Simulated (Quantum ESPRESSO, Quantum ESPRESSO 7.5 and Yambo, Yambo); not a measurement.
# P (puckered monolayer): G0W0 on several meshes in Yambo

How does the mesh move the gap of P (puckered monolayer)?

Calculated with Quantum ESPRESSO 7.5 and Yambo 5.3.0; PBE and many-body steps on it, plane waves.

Report form: the programs' logs are mostly left out.

## Step 1: Set-up

The cell holds 4 atoms: 4 P. Its edges and angles: a = 4.626 Å, b = 3.304 Å, c = 14.000 Å, α = 90.0°, β = 90.0°, γ = 90.0°. Vacuum lies along c.

The structure was relaxed with PBE. The runs that relaxed it are not among those shown.

## Step 2: Empty states on the mesh, 4×6×1 mesh, 294 bands

This step: Quantum ESPRESSO 7.5; DFT, PBE, plane waves, norm-conserving pseudopotentials.

The sums over transitions need many empty states on a uniform mesh; this step solves for them.

File pw.in:

```
&control
  calculation = 'nscf'
  prefix = 'x'
  outdir = 'o'
  pseudo_dir = 'pseudo'
/
&system
  ibrav = 0
  nat = 4
  ntyp = 1
  ecutwfc = 36.0
  nbnd = 294
  force_symmorphic = .true.
/
&electrons
  conv_thr = 1e-9
  electron_maxstep = 80
  diago_full_acc = .true.
  diago_thr_init = 5e-6
/
ATOMIC_SPECIES
  P 30.974 P.upf
CELL_PARAMETERS angstrom
  4.6261974460 0.0000000000 0.0000000000
  0.0000000000 3.3043566150 0.0000000000
  0.0000000000 0.0000000000 14.0000000000
ATOMIC_POSITIONS crystal
  P 0.0887347685 0.0000000000 0.5752704305
  P 0.4112652315 0.5000000000 0.5752704305
  P 0.5887347685 0.5000000000 0.4247295489
  P 0.9112652315 0.0000000000 0.4247295489
K_POINTS automatic
  4 6 1 0 0 0
```

Started as:

```sh
$ OMP_NUM_THREADS=1 mpirun -n 4 pw.x -nk 4 -in pw.in > pw.out
```

The job ended after 65 s (4 MPI ranks of Arm Neoverse V1, shared host; peak memory 0.76 GiB).

Numbers from this step:

```yaml
gap: 0.9068 eV
k_of_the_valence_top: 0, 0, 0
k_of_the_conduction_bottom: 0, 0, 0
least_direct_gap: 0.9068 eV
k_points_computed: 12
lowest_point_of_the_top_converged_band_above_the_valence_top: 67.4032 eV
```

On this mesh the gap is 0.907 eV.

The density comes from a self-consistent run that is not shown.

## Step 3: Conversion and set-up

This step: Yambo 5.3.0; conversion and set-up on PBE, plane waves, norm-conserving pseudopotentials.

The states are converted to the many-body program's format and the q mesh is built.

Started as:

```sh
$ (cd o/x.save; p2y > p2y.log; mv SAVE ../..); yambo > setup.log
```

Elapsed: 1.9 s, on 1 MPI rank; peak memory 0.24 GiB.

## Step 4: 4×6×1

Now the one-shot GW correction: screening in the RPA, then the self-energy of the levels asked for.

This step: G0W0 on PBE, plane waves, norm-conserving pseudopotentials.

File gw2.in:

```
HF_and_locXC
gw0
dyson
ppa
em1d
rim_cut
rim_w
RandQpts= 3000000
RandGvec= 100 RL
CUTGeo= "slab z"
RandGvecW= 9 RL
EXXRLvcs= 36 Ry
VXCRLvcs= 144 Ry
Chimod= "HARTREE"
% BndsRnXp
 1 | 142 |
%
NGsBlkXp= 9.5 Ry
% LongDrXp
 1 | 1 | 0 |
%
% GbndRnge
 1 | 142 |
%
DysSolver= "n"
ExtendOut
PPAPntXp= 27.21138 eV
% QPkrange
 1 | 1 | 9 | 12 |
%
```

Started as:

```sh
$ OMP_NUM_THREADS=1 mpirun -n 4 yambo -F gw2.in -J gw2 -C gw2 > gw2.log
```

Elapsed: 4.9 min, on 4 MPI ranks; peak memory 2.2 GiB.

Numbers from this step:

- G0W0 gap on the points computed: 2.009 eV
- starting gap on the mesh: 0.9068 eV
- k of the valence top: 0, 0, 0
- k of the conduction bottom: 0, 0, 0
- least direct G0W0 gap on the computed points: 2.009 eV
- Z at the valence top: 0.7171
- Z at the conduction bottom: 0.7264

The gap on the mesh goes from 0.91 eV to 2.01 eV, a correction of +1.10 eV.

## Step 5: Empty states on the mesh, 4×4×1 mesh, 142 bands

This step: Quantum ESPRESSO 7.5; DFT, PBE, plane waves, norm-conserving pseudopotentials.

Edit pw.in of step 2 so:

```diff
@@ -11,3 +11,3 @@
   ecutwfc = 36.0
-  nbnd = 294
+  nbnd = 142
   force_symmorphic = .true.
@@ -32,2 +32,2 @@
 K_POINTS automatic
-  4 6 1 0 0 0
+  4 4 1 0 0 0
```

Started as:

```sh
$ OMP_NUM_THREADS=1 mpirun -n 4 pw.x -nk 4 -in pw.in > pw.out
```

It took 24 s on 4 MPI ranks; peak memory 0.47 GiB; 96 s of CPU time.

This step gave:

```yaml
gap: 0.9068 eV
k_of_the_valence_top: 0, 0, 0
k_of_the_conduction_bottom: 0, 0, 0
least_direct_gap: 0.9068 eV
k_points_computed: 9
lowest_point_of_the_top_converged_band_above_the_valence_top: 40.20 eV
```

On this mesh the gap is 0.907 eV.

## Step 6: Conversion and set-up

This step: Yambo 5.3.0; conversion and set-up on PBE, plane waves, norm-conserving pseudopotentials.

Started as:

```sh
$ (cd o/x.save; p2y > p2y.log; mv SAVE ../..); yambo > setup.log
```

It took 1.7 s on 1 MPI rank; peak memory 0.24 GiB.

## Step 7: 4×4×1

This step: G0W0 on PBE, plane waves, norm-conserving pseudopotentials.

gw11.in is the same as gw2.in of step 4.

Started as:

```sh
$ OMP_NUM_THREADS=1 mpirun -n 4 yambo -F gw11.in -J gw11 -C gw11 > gw11.log
```

It took 3 min on 4 MPI ranks; peak memory 2.2 GiB; 12 min of CPU time.

Numbers from this step:

```
G0W0 gap on the points computed              : 1.976 eV
starting gap on the mesh                     : 0.9068 eV
k of the valence top                         : 0, 0, 0
k of the conduction bottom                   : 0, 0, 0
least direct G0W0 gap on the computed points : 1.976 eV
Z at the valence top                         : 0.7058
Z at the conduction bottom                   : 0.7140
```

Against G0W0 in Yambo (4×6×1 mesh, 142 bands, screening to 129.3 eV, Godby-Needs plasmon pole), the gap moves by −0.032 eV.

## Step 8: Empty states on the mesh, 6×8×1 mesh, 142 bands

This step: Quantum ESPRESSO 7.5; DFT, PBE, plane waves, norm-conserving pseudopotentials.

Edit pw.in of step 5 so:

```diff
@@ -32,2 +32,2 @@
 K_POINTS automatic
-  4 4 1 0 0 0
+  6 8 1 0 0 0
```

Started as:

```sh
$ OMP_NUM_THREADS=1 mpirun -n 4 pw.x -nk 4 -in pw.in > pw.out
```

It took 39 s on 4 MPI ranks; peak memory 0.47 GiB; 2.6 min of CPU time.

Numbers from this step:

```yaml
gap: 0.9068 eV
k_of_the_valence_top: 0, 0, 0
k_of_the_conduction_bottom: 0, 0, 0
least_direct_gap: 0.9068 eV
k_points_computed: 20
lowest_point_of_the_top_converged_band_above_the_valence_top: 39.87 eV
```

On this mesh the gap is 0.907 eV.

## Step 9: Conversion and set-up

This step: Yambo 5.3.0; conversion and set-up on PBE, plane waves, norm-conserving pseudopotentials.

Started as:

```sh
$ (cd o/x.save; p2y > p2y.log; mv SAVE ../..); yambo > setup.log
```

It took 2.1 s on 1 MPI rank; peak memory 0.25 GiB.

## Step 10: 6×8×1

This step: G0W0 on PBE, plane waves, norm-conserving pseudopotentials.

gw12.in is the same as gw11.in of step 7.

Started as:

```sh
$ OMP_NUM_THREADS=1 mpirun -n 4 yambo -F gw12.in -J gw12 -C gw12 > gw12.log
```

Run time: 15 min. Hardware: 4 MPI ranks; peak memory 2.5 GiB; 58 min of CPU time.

This step gave:

| Item | Value |
| --- | --- |
| G0W0 gap on the points computed | 2.009 eV |
| starting gap on the mesh | 0.9068 eV |
| k of the valence top | 0, 0, 0 |
| k of the conduction bottom | 0, 0, 0 |
| least direct G0W0 gap on the computed points | 2.009 eV |

Against G0W0 in Yambo (4×6×1 mesh, 142 bands, screening to 129.3 eV, Godby-Needs plasmon pole), the gap moves by +0.0004 eV.

## Step 11: The runs together

Times are wall times on 4 MPI ranks of Arm Neoverse V1, shared host, good to a factor of about two.

| run | mesh | bands | screening cutoff (eV) | DFT gap (eV) | gap on the mesh (eV) | direct (eV) | time |
| --- | --- | --- | --- | --- | --- | --- | --- |
| 4×6×1 | 4×6×1 | 142 | 129.3 | 0.907 | 2.009 | 2.009 | 4.9 min |
| 4×4×1 | 4×4×1 | 142 | 129.3 | 0.907 | 1.976 | 1.976 | 3 min |
| 6×8×1 | 6×8×1 | 142 | 129.3 | 0.907 | 2.009 | 2.009 | 15 min |

## Step 12: Outcome

```yaml
4x6x1: 2.009 eV
4x4x1: 1.976 eV
6x8x1: 2.009 eV
known_limits: not at the basis limit
```

**Reading.** 4×4×1: −0.032 eV against 4×6×1. 6×8×1: no change against 4×6×1. Bands and cutoff are finite, so the gap is not at the basis limit. The miss can reach some tenths of an eV and take either sign; the mesh is an error of its own. In the G0W0 runs levels were corrected at 1 k point alone, so a gap called «on the mesh» is the least over those, and an edge elsewhere would be missed.

[Paths, hosts, dates, memory and timing lines, banners, echoed tables and standing remarks are left out of the program output.]

[Logs are printed without paths, hosts, clocks, repeated set-up lines and the standing remarks that a program may print on its own settings, such as how far it seeks lower states.]

[Runs of the session that timed out or met a known fault of the program may be left out.]

[Hosts, paths, dates, database ids (printed as entryN), source tags and the programs' standing remarks are cut or masked in the printed files.]
